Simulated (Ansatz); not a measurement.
# Dielectric response of NaH (001) films, part 2 of 5

Aim: the electronic and static ε of rocksalt NaH (001) from films of three thicknesses in a field.

Ansatz 0.2.0; plane-wave DFT, PBE, Ansatz PAW (set soft_1); PAW set soft_1 (the session's first sound run).

So far. Step 2 (Relaxation, 6 atoms, units 3): The gap is 3.22 eV, with the valence edge 4.19 eV and the conduction edge 0.97 eV under the upper vacuum level.

### Step 3. Single point on the relaxed film, 6 atoms, units 3

The film was relaxed beforehand; a single point on the relaxed positions gives its levels and potential.

input.yaml

```yaml
crystal:
  lattice:
    - [3.45068109, 0.0, 0.0]
    - [0.0, 3.45068109, 0.0]
    - [0.0, 0.0, 22.88]
  atoms:
    - { symbol: Na, position: [0.5, 0.5, 0.3957770368] }
    - { symbol: H, position: [0.0, 0.0, 0.3945888887] }
    - { symbol: Na, position: [0.0, 0.0, 0.4999999562] }
    - { symbol: H, position: [0.5, 0.5, 0.4999999882] }
    - { symbol: Na, position: [0.5, 0.5, 0.6042229329] }
    - { symbol: H, position: [0.0, 0.0, 0.6054111972] }
kpoints:
  mp_grid: { grid: [8, 8, 1] }
hamiltonian:
  xc: pbe
  pseudopotentials: { kind: paw, azcp: { folder: soft_1 } }
scf:
  occupations: { method: fixed }
  convergence: { dr2_threshold: 1.0e-09 }
efield:
  axis: 3
  dipole_correction: true
  ramp_position: 0.97
  ramp_width: 0.06
output:
  eigenvalues: true
  write_potential: true
  write_density: true
  volumetric_format: npy
```

Launch:

```bash
> ansatz run input.yaml --threads 4 --pin off --max-ram 8192MiB --backend cpu --events-out ev --progress --plain --runs-dir out
```

Numbers of over 12 decimals in the logs are rounded to 6 here.

The program printed:

```text
[...]
Crystal: 6 atoms, lattice volume = 272.437 Å³
Basis set: ecut = 420 eV, 5297 PW (Γ)
Bands: 21, of which v1, the nominal top of the filled ones, is band 15 counted from 1 (14 counted from 0)
Symmetry: 8 space group operations
k-points: 15 of 64
[...]
SCF iter   1: F=—  HF=-4509.560297 eV  |F-HF|=—  |Δ(HF+E_count)|=         —  Δρ=3.50e-2  dr2=4.88e0  ethr=3.10e-3  p=0.000 e·Å  D=6.04e-11 V/Å  ΔV_dip=-0.00 eV  dr2_dipole=1.09e-10  V_vac-E_F(+/−)=9.00/9.00 eV  ⟨swp⟩=5.4  Hψ=1317  notcnv=0  defer=55
[...]
SCF iter  10: F=-4507.730825 eV  HF=-4507.730825 eV  |F-HF|=6.46e-11  |Δ(HF+E_count)|=  2.17e-10  Δρ=1.70e-7  dr2=7.71e-11  ethr=3.33e-12  p=0.000 e·Å  D=8.18e-7 V/Å  ΔV_dip=-0.00 eV  dr2_dipole=1.54e-11  V_vac-E_F(+/−)=4.19/4.19 eV  ⟨swp⟩=2.7  Hψ=710  notcnv=0
SCF 1 converged in 10 iterations: F = -4507.730825 eV  dr2 = 7.71e-11
[...]
WARN: The output density's exchange-correlation potential varies sharply where the density is thin. Do not read a vacuum level from v_tot or v_xc, or from such a field of the output density. On a cell that repeats whose density bears no net charge and no dipole along the vacuum's axis use v_es (v_loc + v_h of the components); under efield.dipole_correction with no amplitude use v_es + v_field, which holds any externa [...]
SCF converged after 10 iterations
Free energy (F): -4507.730825 eV
[...]
Internal energy: -4507.730825 eV  (E = F + TS)
E sigma→0 (E₀):  -4507.730825 eV
Fermi energy:    -2.576984 eV
Dipole field:    D = -0.000004 V/Å  (p = -0.000006 e·Å, saw-weighted, corrected)
Work function:   Φ+ = 4.1877 eV   Φ− = 4.1876 eV
[...]
--- Band table (eV; the first three rows and the last of 15) ---
  k-point 0: bands = [... 11 lower, -24.8991, -5.9432, -4.8562, -3.5859, 0.6437, 0.8590, 1.8454, 2.2728, ... 2 higher]
  k-point 1: bands = [... 11 lower, -24.8985, -5.7730, -4.7042, -3.4874, 0.8284, 1.0065, 2.0250, 2.4629, ... 2 higher]
  k-point 2: bands = [... 11 lower, -24.8973, -5.2820, -4.2829, -3.2734, 1.3276, 1.3649, 2.5097, 2.8919, ... 2 higher]
  k-point 14: bands = [... 11 lower, -24.9067, -2.9074, -2.6773, -2.5770, 2.1480, 2.1480, 3.3039, 3.3039, ... 2 higher]
```

Wall time 7.6 s (4 threads of Intel Xeon Platinum 8259CL at 2.50GHz (Skylake/Cascade Lake), shared host); peak memory 0.54 GiB; 16 s of CPU time.

This step gave:

| Item | Value |
| --- | --- |
| gap on the k-mesh | 3.221 eV |
| dipole along the normal | -5.58e-6 e·Å |
| electron affinity, upper face | 0.9670 eV |

Running mean over 2.44 Å of the planar mean; the ramp of the sawtooth is left out. Table of electron's electrostatic potential energy less the highest filled level by z:

```csv
z (Å),electron's electrostatic potential energy less the highest filled level (eV)
3.5,4.19
4.0,4.19
4.5,4.19
5.0,4.19
5.5,4.18
6.0,4.17
6.5,4.11
7.0,3.94
7.5,3.18
8.0,1.17
8.5,9.4e-4
9.0,-0.242
9.5,-0.314
10.0,-0.452
10.5,-0.438
11.0,-0.296
11.5,-0.279
12.0,-0.315
12.5,-0.471
13.0,-0.411
13.5,-0.299
14.0,-0.210
14.5,0.146
15.0,1.68
15.5,3.49
16.0,4.00
16.5,4.13
17.0,4.17
17.5,4.18
18.0,4.19
18.5,4.19
19.0,4.19
19.5,4.19
```

The gap is 3.22 eV, with the valence edge 4.19 eV and the conduction edge 0.97 eV under the upper vacuum level.

### Step 4. Atoms held, 6 atoms, units 3, field 0.1 V/Å

A sawtooth potential applies the field, turning back in the middle of the vacuum. With the dipole correction the typed value is the field outside the slab. The induced dipole is small, so the SCF threshold is tight.

input.yaml: that of step 3 with these lines changed.

```diff
@@ -19,3 +19,3 @@
   occupations: { method: fixed }
-  convergence: { dr2_threshold: 1.0e-09 }
+  convergence: { dr2_threshold: 1.0e-10 }
 efield:
@@ -23,6 +23,6 @@
   dipole_correction: true
-  ramp_position: 0.97
-  ramp_width: 0.06
+  ramp_position: 0.9696
+  ramp_width: 0.0608
+  amplitude: 0.1
 output:
-  eigenvalues: true
   write_potential: true
```

The program printed:

```text
[...]
Crystal: 6 atoms, lattice volume = 272.437 Å³
Basis set: ecut = 420 eV, 5297 PW (Γ)
Bands: 21, of which v1, the nominal top of the filled ones, is band 15 counted from 1 (14 counted from 0)
Symmetry: 8 space group operations
k-points: 15 of 64
[...]
SCF iter   1: F=—  HF=-4509.562441 eV  |F-HF|=—  |Δ(HF+E_count)|=         —  Δρ=3.50e-2  dr2=4.88e0  ethr=3.10e-3  p=0.051 e·Å  D=3.41e-2 V/Å  ΔV_dip=-0.78 eV  dr2_dipole=6.63e-4  V_vac-E_F(+/−)=9.62/8.31 eV  ⟨swp⟩=5.8  Hψ=1300  notcnv=0  defer=55
[...]
SCF iter  11: F=-4507.732655 eV  HF=-4507.732655 eV  |F-HF|=1.82e-12  |Δ(HF+E_count)|=  2.82e-10  Δρ=4.90e-8  dr2=4.60e-12  ethr=1.00e-12  p=0.037 e·Å  D=2.43e-2 V/Å  ΔV_dip=-0.56 eV  dr2_dipole=7.89e-16  V_vac-E_F(+/−)=4.89/3.35 eV  ⟨swp⟩=3.3  Hψ=791  notcnv=0
SCF 1 converged in 11 iterations: F = -4507.732655 eV  dr2 = 4.60e-12
[...]
SCF converged after 11 iterations
[...]
Free energy (F): -4507.732655 eV
[...]
Internal energy: -4507.732655 eV  (E = F + TS)
E sigma→0 (E₀):  -4507.732655 eV
Fermi energy:    -2.537819 eV
Dipole field:    D = 0.024312 V/Å  (p = 0.036604 e·Å, saw-weighted, corrected)
Work function:   not extracted (applied field tilts the vacuum); planar V_es + V_field profile in the machine report
[...]
--- Band table (eV; the first three rows and the last of 15) ---
  k-point 0: bands = [... 11 lower, -24.9000, -5.9469, -4.8575, -3.5846, 0.4824, 0.9872, 1.5832, 2.4470, ... 2 higher]
  k-point 1: bands = [... 11 lower, -24.8995, -5.7766, -4.7056, -3.4860, 0.6587, 1.1468, 1.7601, 2.6353, ... 2 higher]
  k-point 2: bands = [... 11 lower, -24.8982, -5.2858, -4.2846, -3.2714, 1.1262, 1.5442, 2.2568, 2.9073, ... 2 higher]
  k-point 14: bands = [... 11 lower, -24.9076, -2.9086, -2.7186, -2.5378, 2.1444, 2.1444, 3.3027, 3.3027, ... 2 higher]
```

Elapsed: 2.7 s, on 4 threads; peak memory 0.5 GiB.

This step gave:

* gap on the k-mesh: 3.020 eV
* dipole along the normal: 0.03660 e·Å

The dipole is 0.0366 e·Å, and the gap on the mesh 3.020 eV.

### Step 5. Single point, 6 atoms, units 3, field -0.1 V/Å

input.yaml: that of step 4 with these lines changed.

```diff
@@ -25,3 +25,3 @@
   ramp_width: 0.0608
-  amplitude: 0.1
+  amplitude: -0.1
 output:
```

The program printed:

```text
[...]
Crystal: 6 atoms, lattice volume = 272.437 Å³
Basis set: ecut = 420 eV, 5297 PW (Γ)
Bands: 21, of which v1, the nominal top of the filled ones, is band 15 counted from 1 (14 counted from 0)
Symmetry: 8 space group operations
k-points: 15 of 64
[...]
k-point 0: bands = [... 11 lower, -24.9000, -5.9469, -4.8575, -3.5846, 0.4824, 0.9872, 1.5832, 2.4470, ... 2 higher]
  k-point 1: bands = [... 11 lower, -24.8995, -5.7766, -4.7056, -3.4860, 0.6587, 1.1468, 1.7601, 2.6353, ... 2 higher]
  k-point 2: bands = [... 11 lower, -24.8982, -5.2858, -4.2846, -3.2714, 1.1262, 1.5442, 2.2568, 2.9073, ... 2 higher]
  k-point 14: bands = [... 11 lower, -24.9076, -2.9086, -2.7186, -2.5378, 2.1444, 2.1444, 3.3027, 3.3027, ... 2 higher]
[key lines of the parts left out:]
SCF converged after 11 iterations
Free energy (F): -4507.732655 eV
Fermi energy:    -2.537828 eV
Dipole field:    D = -0.024314 V/Å  (p = -0.036606 e·Å, saw-weighted, corrected)
```

The job ended after 3.3 s (4 threads; peak memory 0.51 GiB; 11 s of CPU time).

The dipole is -0.0366 e·Å, and the gap on the mesh 3.020 eV.

### Step 6. Response with the atoms held, 6 atoms, units 3

This step: plane-wave DFT, PBE, Ansatz PAW (set soft_1); response to a field along the normal, atoms held; PAW set soft_1 (Ansatz 0.2.0).

The two fields give this film's response with the atoms held: the electronic part.

Numbers from this step:

```
equivalent conductor thickness p/(ε₀AE) : 5.563 Å
distance between the outer atoms        : 4.824 Å
thickness                               : 7.32 Å
```

Local field over the applied field, running mean. From the potentials at -0.1 and 0.1 V/Å; running mean over 2.44 Å, taken twice. Table of local field over applied field by z:

```csv
z (Å),local field over applied field
4.15,0.997
4.58,0.994
5.00,0.987
5.29,0.979
5.72,0.957
6.15,0.918
6.58,0.856
6.86,0.802
7.29,0.704
7.72,0.597
8.15,0.494
8.44,0.434
8.87,0.364
9.29,0.321
9.72,0.303
10.01,0.300
10.44,0.303
10.87,0.308
11.30,0.311
11.58,0.311
12.01,0.308
12.44,0.303
12.87,0.300
13.16,0.303
13.59,0.321
14.01,0.364
14.44,0.434
14.73,0.494
15.16,0.597
15.59,0.704
16.02,0.802
16.30,0.856
16.73,0.918
17.16,0.957
17.59,0.979
17.88,0.987
18.30,0.994
18.73,0.997
```

Electrons, planar mean, per unit field. Induced electron density against z:

```csv
z (Å),induced electron density (e/Å³ per V/Å)
4.15,5.3e-6
4.58,1.3e-5
5.00,3.1e-5
5.29,5.4e-5
5.72,1.2e-4
6.15,2.6e-4
6.58,5.4e-4
6.86,8.5e-4
7.29,0.00156
7.72,0.00250
8.15,0.00320
8.44,0.00308
8.87,9.4e-4
9.29,-0.00199
9.72,-0.00246
10.01,-0.00129
10.44,9.3e-4
10.87,0.00245
11.30,9.3e-4
11.58,-9.3e-4
12.01,-0.00245
12.44,-9.3e-4
12.87,0.00129
13.16,0.00246
13.59,0.00199
14.01,-9.4e-4
14.44,-0.00308
14.73,-0.00320
15.16,-0.00250
15.59,-0.00156
16.02,-8.5e-4
16.30,-5.4e-4
16.73,-2.6e-4
17.16,-1.2e-4
17.59,-5.4e-5
17.88,-3.1e-5
18.30,-1.3e-5
18.73,-5.3e-6
```

By hand: between -0.1 and 0.1 V/Å the dipole changes by 0.07321 e·Å, a slope of 0.3661 e·Å²/V. A perfect conductor of thickness t has p = ε₀AEt, so t = 180.95 × 0.3661 / 11.907 = 5.56 Å (e/ε₀ = 180.95 V·Å, A in Å²).

The induced dipole is that of a conductor 5.56 Å thick.

### Step 7. Field on, atoms free, 6 atoms, field 0.05 V/Å

This step: plane-wave DFT, PBE, Ansatz PAW (set soft_1); PAW set soft_1 (Ansatz 0.2.0).

Now the atoms may follow the field. A weak field makes forces of meV/Å to tens of meV/Å, so the force tolerance is set well below the usual one.

input.yaml: that of step 5 with these lines changed.

```diff
@@ -23,5 +23,8 @@
   dipole_correction: true
-  ramp_position: 0.9696
-  ramp_width: 0.0608
-  amplitude: -0.1
+  ramp_position: 0.97
+  ramp_width: 0.06
+  amplitude: 0.05
+relax:
+  f_tol: 0.0006
+  max_steps: 70
 output:
```

The program printed:

```text
[...]
Crystal: 6 atoms, lattice volume = 272.437 Å³
Basis set: ecut = 420 eV, 5297 PW (Γ), exchange–correlation on 48×48×320 points (8 copies of the dense FFT grid, shifted against one another)
Bands: 21, of which v1, the nominal top of the filled ones, is band 15 counted from 1 (14 counted from 0)
Symmetry: 8 space group operations
k-points: 15 of 64
[...]
SCF iter   1: F=—  HF=-4509.560832 eV  |F-HF|=—  |Δ(HF+E_count)|=         —  Δρ=3.50e-2  dr2=4.88e0  ethr=3.10e-3  p=0.026 e·Å  D=1.70e-2 V/Å  ΔV_dip=-0.39 eV  dr2_dipole=1.65e-4  V_vac-E_F(+/−)=9.31/8.65 eV  ⟨swp⟩=5.9  Hψ=1298  notcnv=0  defer=55
[...]
SCF iter  11: F=-4507.731140 eV  HF=-4507.731140 eV  |F-HF|=5.46e-12  |Δ(HF+E_count)|=  4.33e-10  Δρ=4.10e-8  dr2=3.48e-12  ethr=1.00e-12  p=0.018 e·Å  D=1.22e-2 V/Å  ΔV_dip=-0.28 eV  dr2_dipole=3.53e-15  V_vac-E_F(+/−)=4.54/3.78 eV  ⟨swp⟩=6.0  Hψ=1284  notcnv=0
SCF 1 converged in 11 iterations: F = -4507.731140 eV  dr2 = 3.48e-12
[...]
relax step   1: F+E_penalty+E_count = -4507.73114031 eV  Δ(F+E_penalty+E_count) = +0.000e0 eV  max|allowed force component| = 1.687e-2 eV/Å  Δτ_max = 0.0000 Å  (11 SCF iters, accepted)
[...]
SCF iter   7: F=-4507.730232 eV  HF=-4507.730232 eV  |F-HF|=4.55e-11  |Δ(HF+E_count)|=   5.67e-9  Δρ=1.16e-7  dr2=5.05e-11  ethr=1.00e-12  p=0.038 e·Å  D=2.52e-2 V/Å  ΔV_dip=-0.58 eV  dr2_dipole=2.20e-12  V_vac-E_F(+/−)=4.40/3.93 eV  ⟨swp⟩=6.9  Hψ=1460  notcnv=0
SCF 2 converged in 7 iterations: F = -4507.730232 eV  dr2 = 5.05e-11
[...]
relax step   2: F+E_penalty+E_count = -4507.73023187 eV  Δ(F+E_penalty+E_count) = +9.084e-4 eV  max|allowed force component| = 4.613e-2 eV/Å  Δτ_max = 0.0176 Å  (7 SCF iters, rejected (line search))
SCF iter   1: F=—  HF=-4507.731644 eV  |F-HF|=—  |Δ(HF+E_count)|=         —  Δρ=3.45e-4  dr2=8.97e-4  ethr=3.99e-5  p=0.038 e·Å  D=2.52e-2 V/Å  ΔV_dip=-0.58 eV  dr2_dipole=3.55e-4  V_vac-E_F(+/−)=4.40/3.93 eV  ⟨swp⟩=3.3  Hψ=662  notcnv=0  defer=60
[...]
SCF iter   7: F=-4507.731301 eV  HF=-4507.731301 eV  |F-HF|=5.73e-11  |Δ(HF+E_count)|=   2.20e-9  Δρ=1.44e-7  dr2=3.85e-11  ethr=1.00e-12  p=0.025 e·Å  D=1.65e-2 V/Å  ΔV_dip=-0.38 eV  dr2_dipole=1.02e-12  V_vac-E_F(+/−)=4.51/3.84 eV  ⟨swp⟩=6.9  Hψ=1479  notcnv=0
SCF 3 converged in 7 iterations: F = -4507.731301 eV  dr2 = 3.85e-11
relax step   3: F+E_penalty+E_count = -4507.73130133 eV  Δ(F+E_penalty+E_count) = -1.610e-4 eV  max|allowed force component| = 2.399e-3 eV/Å  Δτ_max = 0.0051 Å  (7 SCF iters, accepted)
[...]
relax step   4: F+E_penalty+E_count = -4507.73128206 eV  Δ(F+E_penalty+E_count) = +1.927e-5 eV  max|allowed force component| = 7.684e-3 eV/Å  Δτ_max = 0.0017 Å  (6 SCF iters, rejected (line search))
SCF iter   1: F=—  HF=-4507.731303 eV  |F-HF|=—  |Δ(HF+E_count)|=         —  Δρ=5.11e-5  dr2=3.02e-5  ethr=1.04e-6  p=0.023 e·Å  D=1.50e-2 V/Å  ΔV_dip=-0.34 eV  dr2_dipole=1.28e-5  V_vac-E_F(+/−)=4.52/3.82 eV  ⟨swp⟩=2.4  Hψ=619  notcnv=0  defer=60
[...]
SCF iter   6: F=-4507.731302 eV  HF=-4507.731302 eV  |F-HF|=1.69e-10  |Δ(HF+E_count)|=  9.80e-10  Δρ=1.02e-7  dr2=1.09e-11  ethr=1.00e-12  p=0.025 e·Å  D=1.64e-2 V/Å  ΔV_dip=-0.38 eV  dr2_dipole=1.15e-12  V_vac-E_F(+/−)=4.51/3.84 eV  ⟨swp⟩=6.0  Hψ=1275  notcnv=0
SCF 5 converged in 6 iterations: F = -4507.731302 eV  dr2 = 1.09e-11
relax step   5: F+E_penalty+E_count = -4507.73130228 eV  Δ(F+E_penalty+E_count) = -9.488e-7 eV  max|allowed force component| = 1.571e-4 eV/Å  Δτ_max = 0.0006 Å  (6 SCF iters, accepted)
NSCF: frozen V_eff on 15 k-points
[...]
SCF converged after 6 iterations
[...]
Free energy (F): -4507.731302 eV
[...]
Internal energy: -4507.731302 eV  (E = F + TS)
E sigma→0 (E₀):  -4507.731302 eV
Fermi energy:    -2.576814 eV
Dipole field:    D = 0.016412 V/Å  (p = 0.024710 e·Å, saw-weighted, corrected)
Work function:   not extracted (applied field tilts the vacuum); planar V_es + V_field profile in the machine report
[...]
--- Forces (eV/Å), atoms counted from 1 ---
  atom   1  Na    -0.00000000     0.00000000    -0.00005734
  atom   2  H     -0.00000000     0.00000000     0.00012836
  atom   3  Na     0.00000000     0.00000000     0.00006301
  atom   4  H     -0.00000000     0.00000000    -0.00015762
  atom   5  Na     0.00000000     0.00000000    -0.00006557
  atom   6  H     -0.00000000     0.00000000     0.00008604
  max |Σ_I F_I| component: 3.12e-6 eV/Å
--- Band table (eV; the first three rows and the last of 15) ---
  k-point 0: bands = [... 11 lower, -24.8979, -5.9441, -4.8564, -3.5850, 0.6208, 0.8740, 1.7897, 2.3215, ... 2 higher]
  k-point 1: bands = [... 11 lower, -24.8974, -5.7738, -4.7044, -3.4865, 0.8030, 1.0246, 1.9691, 2.5112, ... 2 higher]
  k-point 2: bands = [... 11 lower, -24.8961, -5.2828, -4.2831, -3.2728, 1.2825, 1.4042, 2.4587, 2.9014, ... 2 higher]
  k-point 14: bands = [... 11 lower, -24.9053, -2.9076, -2.6784, -2.5768, 2.1473, 2.1473, 3.3038, 3.3038, ... 2 higher]
--- Relaxed structure (5 steps of the walk, 3 accepted, 0 SCFs on fresh bases) ---
  F+E_penalty+E_count = -4507.73130228 eV   max|allowed force component| = 1.571e-4 eV/Å
  atoms:
    - { symbol: Na, position: [0.5, 0.5, 0.395987] }
    - { symbol: H, position: [0, 0.0, 0.394457] }
    - { symbol: Na, position: [0, 0.0, 0.500117] }
    - { symbol: H, position: [0.5, 0.5, 0.499917] }
    - { symbol: Na, position: [0.5, 0.5, 0.604339] }
    - { symbol: H, position: [0, 0.0, 0.605183] }
```

Run time: 7.6 s. Hardware: 4 threads; peak memory 0.51 GiB; 28 s of CPU time.

Step by step:

```csv
step,energy less that of the first step (eV),largest force component (eV/Å)
1,0.0000,0.0169
2,0.0009,0.0461
3,-0.0002,0.0024
4,-0.0001,0.0077
5,-0.0002,0.0002
```

Relaxation steps 2, 4 were tried and not accepted.

The run keeps the 8 symmetry operations that it works with, so distortions that break them were not tested.

Final coordinates:

```xyz
6
Lattice="3.4507 0.0000 0.0000 0.0000 3.4507 0.0000 0.0000 0.0000 22.8800" Properties=species:S:1:pos:R:3
Na    1.7253    1.7253    9.0602
H     0.0000    0.0000    9.0252
Na    0.0000    0.0000   11.4427
H     1.7253    1.7253   11.4381
Na    1.7253    1.7253   13.8273
H     0.0000    0.0000   13.8466
```

Numbers from this step:

* gap on the k-mesh: 3.198 eV
* dipole along the normal: 0.02471 e·Å

The relaxation took 5 steps and lowered the energy by 1.6e-4 eV; the largest force on the free atoms ends at 1.6e-4 eV/Å.

The dipole is 0.0247 e·Å, and the gap on the mesh 3.198 eV.

### Step 8. Field on, atoms free, 6 atoms, field -0.05 V/Å

The opposite sign, again from the field-free geometry; the difference of the two cancels what relaxes without a field.

input.yaml: that of step 7 with these lines changed.

```diff
@@ -25,3 +25,3 @@
   ramp_width: 0.06
-  amplitude: 0.05
+  amplitude: -0.05
 relax:
```

The program printed:

```text
[...]
Crystal: 6 atoms, lattice volume = 272.437 Å³
Basis set: ecut = 420 eV, 5297 PW (Γ), exchange–correlation on 48×48×320 points (8 copies of the dense FFT grid, shifted against one another)
Bands: 21, of which v1, the nominal top of the filled ones, is band 15 counted from 1 (14 counted from 0)
Symmetry: 8 space group operations
k-points: 15 of 64
[...]
--- Relaxed structure (5 steps of the walk, 3 accepted, 0 SCFs on fresh bases) ---
  F+E_penalty+E_count = -4507.73130229 eV   max|allowed force component| = 1.139e-4 eV/Å
  atoms:
    - { symbol: Na, position: [0.5, 0.5, 0.395662] }
    - { symbol: H, position: [0, 0.0, 0.394816] }
    - { symbol: Na, position: [0, 0.0, 0.499881] }
    - { symbol: H, position: [0.5, 0.5, 0.500084] }
    - { symbol: Na, position: [0.5, 0.5, 0.604015] }
    - { symbol: H, position: [0, 0.0, 0.605542] }
[key lines of the parts left out:]
SCF converged after 6 iterations
Free energy (F): -4507.731302 eV
Fermi energy:    -2.576829 eV
Dipole field:    D = -0.016409 V/Å  (p = -0.024705 e·Å, saw-weighted, corrected)
```

It took 8.8 s on 4 threads; peak memory 0.51 GiB.

Step by step:

```csv
step,energy less that of the first step (eV),largest force component (eV/Å)
1,0.0000,0.0169
2,0.0009,0.0461
3,-0.0002,0.0024
4,-0.0001,0.0141
5,-0.0002,0.0001
```

Relaxation steps 2, 4 were tried and not accepted.

The run keeps the 8 symmetry operations that it works with, so distortions that break them were not tested.

Final coordinates:

```xyz
6
Lattice="3.4507 0.0000 0.0000 0.0000 3.4507 0.0000 0.0000 0.0000 22.8800" Properties=species:S:1:pos:R:3
Na    1.7253    1.7253    9.0528
H     0.0000    0.0000    9.0334
Na    0.0000    0.0000   11.4373
H     1.7253    1.7253   11.4419
Na    1.7253    1.7253   13.8199
H     0.0000    0.0000   13.8548
```

The relaxation took 5 steps and lowered the energy by 1.6e-4 eV; the largest force on the free atoms ends at 1.1e-4 eV/Å.

The dipole is -0.0247 e·Å, and the gap on the mesh 3.198 eV.

[end of part 2 of 5]

[Logs are printed without paths, hosts, clocks, repeated set-up lines and the standing remarks that a program may print on its own settings, such as how far it seeks lower states.]

[Hosts, paths, dates, database ids (printed as entryN), source tags and the programs' standing remarks are cut or masked in the printed files.]

[Maps of the electrostatic potential energy from Ansatz leave out the sawtooth potential of an applied field or a dipole correction, so their vacuum need not be flat; planar profiles and work functions include it.]
